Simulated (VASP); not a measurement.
The system is GaP.

```
Ga P
1.0
     0.00000    2.72525    2.72525
     2.72525    0.00000    2.72525
     2.72525    2.72525    0.00000
Ga P
1 1
Direct
  0.00000 0.00000 0.00000
  0.75000 0.75000 0.75000
```

```yaml
Program: VASP 6.6.1
Task: relaxation of cell and atoms
Functional: optB88-vdW
Potentials_or_basis: VASP PAW PBE potentials, release 64 (Ga_d, P)
Cutoff: 600 eV
k_mesh: 8 × 8 × 8
Occupations: fermi-dirac, width 0.05 eV
Spin: no spin polarisation
```

At the start: pressure 2.1 GPa; volume 20.24 Å³/atom.

Task: Where does the relaxation end?

Result: Over 3 steps the energy falls by 3.5 meV/atom and the volume is 20.78 Å³/atom (+2.6 %); space group F-43m (No. 216, to 0.05 Å).

Step by step:
| step | energy change (eV) | largest force (eV/Å) | pressure (GPa) | volume (Å³) |
| --- | --- | --- | --- | --- |
| 1 | 0.0000 | 0.0000 | 2.15 | 40.48 |
| 2 | -0.0054 | 0.0000 | -0.96 | 42.09 |
| 3 | -0.0070 | 0.0000 | 0.01 | 41.55 |

Final structure:
```
Ga P
1.0
     0.00000    2.74907    2.74907
     2.74907    0.00000    2.74907
     2.74907    2.74907    0.00000
Ga P
1 1
Direct
  0.00000 0.00000 0.00000
  0.75000 0.75000 0.75000
```

Caveat: the PAW data sets were made with another functional, which shifts forces and pressure a little.
